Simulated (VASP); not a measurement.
Crystal: Pd.

```
Pd
1.0
     2.74965    0.00000    0.00000
    -1.37483    2.38127    0.00000
     0.00000    0.00000    4.49018
Pd
2
Cartesian
  0.0000 1.5875 1.1225
  1.3748 0.7938 3.3676
```

This isn't the form of Pd at room conditions, which is fcc.

| Item | Value |
| --- | --- |
| Program | VASP 6.6.1 |
| Task | relaxation of cell and atoms |
| Functional | r2SCAN |
| Potentials or basis | VASP PAW PBE potentials, release 64 (Pd) |
| Cutoff | 600 eV |
| k mesh | 18 × 18 × 10 |
| Occupations | gaussian, width 0.1 eV |
| Spin | no spin polarisation |

At the start: pressure 4.6 GPa; volume 14.70 Å³/atom.

Task: How do energy, volume and symmetry change on relaxing?

Result: Over 6 steps the energy falls by 9.2 meV/atom and the volume is 15.05 Å³/atom (+2.4 %); space group P6_3/mmc (No. 194, to 0.05 Å).

The path:
| step | energy change (eV) | largest force (eV/Å) | pressure (GPa) | volume (Å³) |
| --- | --- | --- | --- | --- |
| 1 | 0.0000 | 0.0000 | 4.63 | 29.40 |
| 2 | 0.0064 | 0.0000 | -6.22 | 31.24 |
| 3 | -0.0134 | 0.0000 | -0.68 | 30.21 |
| 4 | -0.0177 | 0.0000 | -0.28 | 30.14 |
| 5 | -0.0184 | 0.0000 | -0.03 | 30.10 |
| 6 | -0.0184 | 0.0000 | 0.02 | 30.09 |

Final structure:
```
CELL_PARAMETERS angstrom
2.74221 0.00000 0.00000
-1.37110 2.37482 0.00000
0.00000 0.00000 4.62109
ATOMIC_POSITIONS crystal
Pd 0.33333 0.66667 0.25000
Pd 0.66667 0.33333 0.75000
```

Caveat: the PAW data sets were made with another functional, which shifts forces and pressure a little.
